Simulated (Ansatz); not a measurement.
# Al: the cost of one run

Method: DFT PBE, plane waves, PAW, scalar-relativistic, no spin polarisation, in Ansatz 0.2.0.

## (1) The starting structure

The cell holds 65 atoms (Al65): a = 11.427 Å, b = 11.427 Å, c = 18.060 Å, α = 90.00°, β = 90.00°, γ = 90.00°.

Its coordinates follow in the input file.

## (2) End point A

File input.yaml:

```yaml
crystal:
  lattice:
    - [11.426845584, 0.0, 0.0]
    - [0.0, 11.426845584, 0.0]
    - [0.0, 0.0, 18.06]
  atoms:
    - { symbol: Al, position: [0.125, 0.125, 0.33222591] }
    - { symbol: Al, position: [0.375, 0.125, 0.33222591] }
    - { symbol: Al, position: [0.625, 0.125, 0.33222591] }
    - { symbol: Al, position: [0.875, 0.125, 0.33222591] }
    - { symbol: Al, position: [0.125, 0.375, 0.33222591] }
    - { symbol: Al, position: [0.375, 0.375, 0.33222591] }
    - { symbol: Al, position: [0.625, 0.375, 0.33222591] }
    - { symbol: Al, position: [0.875, 0.375, 0.33222591] }
    - { symbol: Al, position: [0.125, 0.625, 0.33222591] }
    - { symbol: Al, position: [0.375, 0.625, 0.33222591] }
    - { symbol: Al, position: [0.625, 0.625, 0.33222591] }
    - { symbol: Al, position: [0.875, 0.625, 0.33222591] }
    - { symbol: Al, position: [0.125, 0.875, 0.33222591] }
    - { symbol: Al, position: [0.375, 0.875, 0.33222591] }
    - { symbol: Al, position: [0.625, 0.875, 0.33222591] }
    - { symbol: Al, position: [0.875, 0.875, 0.33222591] }
    - { symbol: Al, position: [0.0, 0.0, 0.4440753] }
    - { symbol: Al, position: [0.25, 0.0, 0.4440753] }
    - { symbol: Al, position: [0.5, 0.0, 0.4440753] }
    - { symbol: Al, position: [0.75, 0.0, 0.4440753] }
    - { symbol: Al, position: [0.0, 0.25, 0.4440753] }
    - { symbol: Al, position: [0.25, 0.25, 0.4440753] }
    - { symbol: Al, position: [0.5, 0.25, 0.4440753] }
    - { symbol: Al, position: [0.75, 0.25, 0.4440753] }
    - { symbol: Al, position: [0.0, 0.5, 0.4440753] }
    - { symbol: Al, position: [0.25, 0.5, 0.4440753] }
    - { symbol: Al, position: [0.5, 0.5, 0.4440753] }
    - { symbol: Al, position: [0.75, 0.5, 0.4440753] }
    - { symbol: Al, position: [0.0, 0.75, 0.4440753] }
    - { symbol: Al, position: [0.25, 0.75, 0.4440753] }
    - { symbol: Al, position: [0.5, 0.75, 0.4440753] }
    - { symbol: Al, position: [0.75, 0.75, 0.4440753] }
    - { symbol: Al, position: [0.125, 0.125, 0.5559247] }
    - { symbol: Al, position: [0.375, 0.125, 0.5559247] }
    - { symbol: Al, position: [0.625, 0.125, 0.5559247] }
    - { symbol: Al, position: [0.875, 0.125, 0.5559247] }
    - { symbol: Al, position: [0.125, 0.375, 0.5559247] }
    - { symbol: Al, position: [0.375, 0.375, 0.5559247] }
    - { symbol: Al, position: [0.625, 0.375, 0.5559247] }
    - { symbol: Al, position: [0.875, 0.375, 0.5559247] }
    - { symbol: Al, position: [0.125, 0.625, 0.5559247] }
    - { symbol: Al, position: [0.375, 0.625, 0.5559247] }
    - { symbol: Al, position: [0.625, 0.625, 0.5559247] }
    - { symbol: Al, position: [0.875, 0.625, 0.5559247] }
    - { symbol: Al, position: [0.125, 0.875, 0.5559247] }
    - { symbol: Al, position: [0.375, 0.875, 0.5559247] }
    - { symbol: Al, position: [0.625, 0.875, 0.5559247] }
    - { symbol: Al, position: [0.875, 0.875, 0.5559247] }
    - { symbol: Al, position: [0.0, 0.0, 0.66777409] }
    - { symbol: Al, position: [0.25, 0.0, 0.66777409] }
    - { symbol: Al, position: [0.5, 0.0, 0.66777409] }
    - { symbol: Al, position: [0.75, 0.0, 0.66777409] }
    - { symbol: Al, position: [0.0, 0.25, 0.66777409] }
    - { symbol: Al, position: [0.25, 0.25, 0.66777409] }
    - { symbol: Al, position: [0.5, 0.25, 0.66777409] }
    - { symbol: Al, position: [0.75, 0.25, 0.66777409] }
    - { symbol: Al, position: [0.0, 0.5, 0.66777409] }
    - { symbol: Al, position: [0.25, 0.5, 0.66777409] }
    - { symbol: Al, position: [0.5, 0.5, 0.66777409] }
    - { symbol: Al, position: [0.75, 0.5, 0.66777409] }
    - { symbol: Al, position: [0.0, 0.75, 0.66777409] }
    - { symbol: Al, position: [0.25, 0.75, 0.66777409] }
    - { symbol: Al, position: [0.5, 0.75, 0.66777409] }
    - { symbol: Al, position: [0.75, 0.75, 0.66777409] }
    - { symbol: Al, position: [0.12675026, 0.12587513, 0.76843854] }
basis:
  ecutwfc: 420.0
kpoints:
  mp_grid: { grid: [3, 3, 1] }
hamiltonian:
  xc: pbe
scf:
  occupations: { method: gaussian, width: 0.1 }
  lower_state_search: "off"
relax:
  f_tol: 0.02
  max_steps: 60
  adjacent_minimum: "off"
  constraints: [{ sites: [0, 1, 2, 3, 4, 5, 6, 7, 8, 9, 10, 11, 12, 13, 14, 15] }]
```

On the command line:

```
$ ansatz run input.yaml --threads 8 --pin off --max-ram 20480MiB --backend cpu --events-out ev --progress --plain --runs-dir out
```

Q: Estimate wall time and peak memory on 8 threads of an x86-64 CPU, shared host.

About 80 s, with a peak of 8 GiB.
